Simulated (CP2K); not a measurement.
Runs of CP2K 2026.2 on BeTe. It takes space group F-43m (No. 216, cubic). Conventional cell: a = 5.540 Å, b = 5.540 Å, c = 5.540 Å, α = 90.00°, β = 90.00°, γ = 90.00°. Around Te (site symmetry -43m) lie 4 Be at 2.40 Å. Around Be (site symmetry -43m) lie 4 Te at 2.40 Å. 

```csv
level,potentials or basis,smearing,NGRIDS,points a segment of the path (NPOINTS),bands added on the path,CUTOFF of the grids,gap on the mesh (eV),pressure (GPa)
LDA,"GTH_POTENTIALS Te GTH-PADE-q6, Be GTH-PADE-q4; TZVP-MOLOPT-PBE-GTH basis",fermi-dirac 0.05 eV,5,6,2,850 Ry,2.54,(b)
r2SCAN,"POTENTIAL_UZH Te GTH-SCAN-q6, Be GTH-SCAN-q4; TZVP-MOLOPT-SCAN-GTH basis",fermi-dirac 0.0259 eV,4,8,6,1250 Ry,2.92,4.9
TB-mBJ,"POTENTIAL_UZH Te GTH-PBE-q6, Be GTH-PBE-q4; TZVP-MOLOPT-PBE-GTH basis",fermi-dirac 0.01 eV,4,8,4,1250 Ry,2.76,-
PBEsol,"POTENTIAL_UZH Te GTH-PBE-q6, Be GTH-PBE-q4; TZVP-MOLOPT-PBE-GTH basis",fermi-dirac 0.0259 eV,4,10,4,850 Ry,2.42,(a)
```

Alike in all rows: task band structure; no spin polarisation; cell as given; k mesh 8 × 8 × 8.

Q: Estimate the missing entries.

A: (a) 4.4; (b) 1.6.

Caveats: spin-orbit coupling is left out, which moves the levels of the heavy elements; the basis of atomic orbitals isn't converged, which shifts pressures, moduli and gaps; the potentials were made for another functional, which shifts forces and pressure (some runs); this is a model potential without an energy functional, so only levels have meaning (some runs).

A k mesh can miss the band edges, and the runs leave out spin-orbit coupling on Te.

Runs at the PBE level aren't shown here.
